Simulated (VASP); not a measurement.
# Sn2Ge (P-3m1) in VASP: relaxation of cell and atoms with PBE

Aim: the relaxation of cell and atoms of Sn2Ge with PBE.

Program: VASP 6.6.1. These are calculated values, not measurements. Logs are shortened: lines on timing, memory, paths and dates and some standing lists are left out, and cuts for length are marked.

## (1) The structure

It takes space group P-3m1 (No. 164, trigonal). The conventional cell has a = 4.523 Å, b = 4.523 Å, c = 10.905 Å, α = 90.00°, β = 90.00°, γ = 120.00°. Sn (site symmetry 3m) is surrounded by 3 Ge at 2.73 Å and 1 Sn at 2.88 Å. Sn (site symmetry 3m) is surrounded by 4 Sn at 2.82 to 2.88 Å. Ge (site symmetry 3m) is surrounded by 1 Ge at 2.50 Å and 3 Sn at 2.73 Å.

The cell was built by a generator and needn't be a form met in nature.

## (2) Relaxation of cell and atoms, PBE

INCAR

```
PREC = Accurate ; ENCUT = 520
EDIFF = 1E-6 ; ISMEAR = 0
SIGMA = 0.1 ; LREAL = False
LASPH = True ; NELM = 120
ALGO = Normal ; ISIF = 3
LWAVE = False ; LCHARG = False
GGA = PE ; IBRION = 2
NSW = 90 ; EDIFFG = -0.01
KPAR = 4
```

KPOINTS

```
Automatic mesh
0
Gamma
  8 8 4
```

POSCAR

```
Sn2Ge
1.0
    4.5231107600      0.0000000000      0.0000000000
   -2.2615553800      3.9171288300      0.0000000000
    0.0000000000      0.0000000000     10.9050000000
Sn Ge
4 2
Direct
    0.3333333300      0.6666666700      0.8127464500
    0.6666666700      0.3333333300      0.1872535500
    0.3333333300      0.6666666700      0.5485557100
    0.6666666700      0.3333333300      0.4514442900
    0.0000000000      0.0000000000      0.8855570800
    0.0000000000      0.0000000000      0.1144429200
```

Potentials or basis: VASP PAW PBE potentials, release 64 (Sn_d, Ge_d).

The run is started by

```bash
> cat potpaw_PBE.64/Sn_d/POTCAR potpaw_PBE.64/Ge_d/POTCAR > POTCAR
> mpirun -np 4 vasp_std > vasp.out
```

OUTCAR:

```text
PREC = Accurate
   ENCUT = 520
   EDIFF = 1E-6
   ISMEAR = 0
   LREAL = False
   LASPH = True
   NELM = 120
   ISIF = 3
   GGA = PE
   IBRION = 2
   NSW = 90
   EDIFFG = -0.01

 ion  position               nearest neighbor table
   1  0.333  0.667  0.813-   5 2.73   5 2.73   5 2.73   3 2.88
   2  0.667  0.333  0.187-   6 2.73   6 2.73   6 2.73   4 2.88
   3  0.333  0.667  0.549-   4 2.82   4 2.82   4 2.82   1 2.88
   4  0.667  0.333  0.451-   3 2.82   3 2.82   3 2.82   2 2.88
   5  0.000  0.000  0.886-   6 2.50   1 2.73   1 2.73   1 2.73
   6  0.000  0.000  0.114-   5 2.50   2 2.73   2 2.73   2 2.73

  LATTYP: Found a hexagonal cell.
 ALAT       =     4.5231107600
 C/A-ratio  =     2.4109513515

  Lattice vectors:

 A1 = (   4.5231107600,   0.0000000000,   0.0000000000)
 A2 = (  -2.2615553800,   3.9171288300,   0.0000000000)
 A3 = (   0.0000000000,   0.0000000000,  10.9050000000)

Analysis of symmetry for initial positions (statically):
=====================================================================
 Subroutine PRICEL returns:
 Original cell was already a primitive cell.

 Routine SETGRP: Setting up the symmetry group for a
 hexagonal supercell.

 Subroutine GETGRP returns: Found 12 space group operations
 (whereof 12 operations were pure point group operations)
 out of a pool of 24 trial point group operations.

The static configuration has the point symmetry D_3d.

Analysis of symmetry for dynamics (positions and initial velocities):
=====================================================================
 Subroutine PRICEL returns:
 Original cell was already a primitive cell.

 Routine SETGRP: Setting up the symmetry group for a
 hexagonal supercell.

 Subroutine GETGRP returns: Found 12 space group operations
 (whereof 12 operations were pure point group operations)
 out of a pool of 24 trial point group operations.

The dynamic configuration has the point symmetry D_3d.

 Subroutine INISYM returns: Found 12 space group operations
 (whereof 12 operations are pure point group operations),
 and found     1 'primitive' translations

----------------------------------------------------------------------------------------
[... 115 lines left out ...]
   EFERMI =   0.00;   METHOD = LEGACY
   ISMEAR =     0;   SIGMA  =   0.10  broadening in eV -4-tet -1-fermi 0-gaus
   EFERMI_NEDOS =   21; number of points for ismear=-14 and -15
   IALGO  =     38    algorithm
   IMIX   =      4    mixing-type and parameters
     AMIX     =   0.40;   BMIX     =  1.00
     AMIX_MAG =   1.60;   BMIX_MAG =  1.00
  volume/ion in A,a.u.               =      32.20       217.31
  Fermi-wavevector in a.u.,A,eV,Ry     =   1.240198  2.343634 20.926998  1.538091
  Thomas-Fermi vector in A             =   2.374649
   LORBIT       =      0    0 simple, 1 ext, 2 COOP (PROOUT), +10 PAW based schemes
   GGA     = PE    functional components
   LHFCALC =     F    Hartree Fock is set to
   AEXX    =    0.0000 exact exchange contribution
   IVDW    =     0    specifies the selected vdW correction
   LEPSILON=     F    determine dielectric tensor
   LRPA    =     F    only Hartree local field effects (RPA)
 conjugate gradient relaxation of ions
 non-spin polarized calculation
 Gauss-broadening in eV      SIGMA  =   0.10
  energy-cutoff  :      520.00
  volume of cell :      193.21
 maximum number of plane-waves:      5248
 NGX is ok and might be reduce to    36
   NGX = 17   NGY = 17   NGZ = 41

--------------------------------------- Ionic step        1  -------------------------------------------

 number of electron      84.0000027 magnetization

 Free energy of the ion-electron system (eV)
  ---------------------------------------------------
  ext. energy  EPLUGINS =         0.00000000
  ---------------------------------------------------
  free energy    TOTEN  =       -24.18999373 eV

  energy without entropy =      -24.18751043  energy(sigma->0) =      -24.18875208

------------------------ aborting loop because EDIFF is reached ----------------------------------------

  FORCE on cell =-STRESS in cart. coord.  units (eV):
  Direction    XX          YY          ZZ          XY          YZ          ZX
  --------------------------------------------------------------------------------------
  -------------------------------------------------------------------------------------
  Total       -0.2235741     -0.2235741      0.6675962      0.0000000     -0.0000000      0.0000000
  in kB       -1.8539644     -1.8539644      5.5359696      0.0000000     -0.0000000      0.0000000
  external PRESSURE =       0.6093469 kB  Pullay stress =       0.0000000 kB
[... 101 lines left out ...]
  FREE ENERGIE OF THE ION-ELECTRON SYSTEM (eV)
  ---------------------------------------------------
  free  energy   TOTEN  =       -24.2027289343 eV

  energy  without entropy=      -24.2002992261  energy(sigma->0) =      -24.20151408

[... ionic steps 4 to 7 ...]

--------------------------------------- Ionic step        8  -------------------------------------------

 number of electron      84.0000031 magnetization

------------------------ aborting loop because EDIFF is reached ----------------------------------------
[... 75 lines left out ...]
--------------------------------------- Ionic step       10  -------------------------------------------

 number of electron      84.0000031 magnetization

 Free energy of the ion-electron system (eV)
  ---------------------------------------------------
  ext. energy  EPLUGINS =         0.00000000
  ---------------------------------------------------
  free energy    TOTEN  =       -24.20411475 eV

  energy without entropy =      -24.20166970  energy(sigma->0) =      -24.20289223

 E-fermi :   4.8407     XC(G=0):  -8.8840

 val. band max:        4.7984852550   @ k =   0.1250   0.0000   0.2500
 cond. band min:       4.8410190609   @ k =   0.0000   0.0000   0.0000
 fundamental gap:      0.0425338060
 Fermi energy:         4.8407183381

 k-point     1 :       0.0000    0.0000    0.0000
  band No.  band energies     occupation
      1     -19.8408      2.00000
      2     -19.7739      2.00000
      3     -19.7739      2.00000
      4     -19.7569      2.00000
      5     -19.7569      2.00000
      6     -19.7459      2.00000
[... 1261 lines left out ...]
     49       9.1646      0.00000
     50       9.3093      0.00000

 [... further k-points ...]
[... 5 lines left out ...]
  --------------------------------------------------------------------------------------
  -------------------------------------------------------------------------------------
  Total        0.0054280      0.0054280     -0.0016864      0.0000000     -0.0000000     -0.0000000
  in kB        0.0449403      0.0449403     -0.0139627      0.0000000     -0.0000000     -0.0000000
  external PRESSURE =       0.0253060 kB  Pullay stress =       0.0000000 kB
[... 21 lines left out ...]
  FREE ENERGIE OF THE ION-ELECTRON SYSTEM (eV)
  ---------------------------------------------------
  free  energy   TOTEN  =       -24.2041147526 eV

  energy  without entropy=      -24.2016697020  energy(sigma->0) =      -24.20289223

 reached required accuracy - stopping structural energy minimisation
```

It took 11 min on 4 MPI ranks of Intel Xeon Platinum 8259CL at 2.50GHz (Skylake/Cascade Lake), shared host; peak memory 0.51 GiB.

What came out:

- Free energy: -24.2041 eV
- Relaxed volume: 32.25 Å³/atom
- Relaxed cell: a = 4.499 Å, b = 4.499 Å, c = 11.041 Å, α = 90.00°, β = 90.00°, γ = 120.00°
- Space group after relaxing (to 0.05 Å): P-3m1 (No. 164)
- Energy gained by relaxing: 2.4 meV/atom
- Ionic steps: 10
- Pressure after relaxing: 0.0 GPa
- Largest force after relaxing: 0.009 eV/Å
- Band gap on the k mesh: none (metal or under the smearing width)

Forces in eV/Å, atoms in the order of the input:
```
Sn   0.000  0.000  0.002
Sn   0.000  0.000 -0.002
Sn   0.000  0.000 -0.009
Sn   0.000  0.000  0.009
Ge   0.000  0.000  0.004
Ge   0.000  0.000 -0.004
```

Step by step:
| step | energy change (eV) | largest force (eV/Å) | pressure (GPa) | volume (Å³) |
| --- | --- | --- | --- | --- |
| 1 | 0.0000 | 0.2164 | 0.06 | 193.21 |
| 2 | -0.0078 | 0.1664 | 0.00 | 193.55 |
| 3 | -0.0127 | 0.0632 | -0.13 | 194.23 |
| 4 | -0.0130 | 0.0807 | -0.14 | 194.12 |
| 5 | -0.0137 | 0.0603 | 0.08 | 193.21 |
| 6 | -0.0140 | 0.0243 | -0.01 | 193.53 |
| 7 | -0.0140 | 0.0268 | 0.03 | 193.52 |
| 8 | -0.0141 | 0.0154 | -0.02 | 193.62 |
| 9 | -0.0141 | 0.0168 | -0.03 | 193.64 |
| 10 | -0.0141 | 0.0087 | 0.00 | 193.51 |

Final structure:
```
CELL_PARAMETERS angstrom
4.49879 0.00000 0.00000
-2.24940 3.89607 0.00000
0.00000 0.00000 11.04052
ATOMIC_POSITIONS crystal
Sn 0.33333 0.66667 0.80942
Sn 0.66667 0.33333 0.19058
Sn 0.33333 0.66667 0.54908
Sn 0.66667 0.33333 0.45092
Ge 0.00000 0.00000 0.88645
Ge 0.00000 0.00000 0.11355
```
